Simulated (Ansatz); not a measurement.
Find the missing element

Cell vectors (Å):

```
0.0000 2.2135 2.2135
2.2135 0.0000 2.2135
2.2135 2.2135 0.0000
```

```
atom       a       b       c
  Nb  0.0000  0.0000  0.0000
   X  0.5000  0.5000  0.5000
```

Theory: LDA, all-electron LAPW in Ansatz 0.2.0, scalar-relativistic. k mesh 16×16×16, fine mesh 20×20×20, Fermi-Dirac smearing of 0.050 eV, lines of 0.1 eV, Drude damping 0.1 eV.

Independent-particle optical response of a crystal from Kohn-Sham bands on the fine mesh with a Drude term, no local fields or excitons; Cartesian axes as in the cell vectors.

```json
{
 "Fine mesh": "20, 20, 20",
 "Line width": "0.1 eV",
 "Drude damping": "0.1 eV",
 "Further gaussian width": "0.3 eV"
}
```

```csv
photon energy (eV),dielectric imag xx
1.2,13.72
2.4,10.03
3.6,15.88
4.8,15.08
6,11.77
7.2,7.97
8.4,6.18
9.6,4.12
10.8,4.61
12,4.53
13.2,2.93
14.4,2.12
15.6,1.28
16.8,1.01
18,1.8
19.2,1.32
20.4,0.96
21.6,0.52
22.8,0.54
24,0.56
25.2,0.64
26.4,0.22
27.6,0.2
28.8,0.32
30,0.3
```

**Question.** All X atoms are one element. Which one was computed?

**Answer.** C; the crystal is NbC (Fm-3m).

Limits of these numbers: these sums move with the mesh, by several per cent and more for small sheets; spectra summed at the mesh points alone.
